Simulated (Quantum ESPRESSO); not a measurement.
A run of Quantum ESPRESSO 7.5:

The input pw.in:

```
&CONTROL
  calculation = 'scf'
  prefix = 'pwscf'
  outdir = './tmp'
  pseudo_dir = './pseudo'
  tprnfor = .true.
  disk_io = 'low'
/
&SYSTEM
  ibrav = 0
  celldm(1) = 8
  nat = 4
  ntyp = 2
  ecutwfc = 70
  nbnd = 28
  occupations = 'smearing'
  smearing = 'fd'
  degauss = 0.00367493
/
&ELECTRONS
  conv_thr = 4d-09
  electron_maxstep = 150
  mixing_beta = 0.3
  mixing_mode = 'local-TF'
/
ATOMIC_SPECIES
Mo    95.9500 Mo_ONCV_PBE-1.2.upf
S     32.0600 S_ONCV_PBE-1.2.upf
CELL_PARAMETERS alat
  0.7521407801967   0.0000000000000   0.0000000000000
 -0.3760703901061   0.6513730228771   0.0000000000000
  0.0000000000000   0.0000000000000   7.6379422818548
ATOMIC_POSITIONS crystal
Mo     0.0000000000    0.0000000000    0.2319496766
S      0.3333333300    0.6666666600    0.2799269210
S      0.3333333300    0.6666666600    0.7200730790
Mo     0.0000000000    0.0000000000    0.7680503234
K_POINTS automatic
10 10 1 0 0 0
```

The input pp_density.in:

```
&INPUTPP
  prefix = 'pwscf'
  outdir = './tmp'
  filplot = 'density.dat'
  plot_num = 0
/
&PLOT
  nfile = 1
  filepp(1) = 'density.dat'
  iflag = 3
  output_format = 6
  fileout = 'density.cube'
/
```

pp_potential.in

```
&INPUTPP
  prefix = 'pwscf'
  outdir = './tmp'
  filplot = 'potential.dat'
  plot_num = 11
/
&PLOT
  nfile = 1
  filepp(1) = 'potential.dat'
  iflag = 3
  output_format = 6
  fileout = 'potential.cube'
/
```

pp_elf.in

```
&INPUTPP
  prefix = 'pwscf'
  outdir = './tmp'
  filplot = 'elf.dat'
  plot_num = 8
/
&PLOT
  nfile = 1
  filepp(1) = 'elf.dat'
  iflag = 3
  output_format = 6
  fileout = 'elf.cube'
/
```

Potentials or basis: SG15 PBE 1.2.

The run is started by

```sh
$ OMP_NUM_THREADS=1 mpirun -n 2 pw.x -nk 2 -in pw.in > pw.out
$ OMP_NUM_THREADS=1 mpirun -n 1 pp.x -in pp_density.in > pp_density.out
$ OMP_NUM_THREADS=1 mpirun -n 1 pp.x -in pp_potential.in > pp_potential.out
$ OMP_NUM_THREADS=1 mpirun -n 1 pp.x -in pp_elf.in > pp_elf.out
```

Hardware: 2 MPI ranks on Arm Neoverse V2, on a shared host.

**Question.** How long does it take, and how much memory?

**Answer.** Run time: 2.3 min on 2 MPI ranks on Arm Neoverse V2, on a shared host, peak memory 0.6 GiB a rank. Counts: scf iterations 17, k pools 2, bands 28, k points 14, g dense 151231.
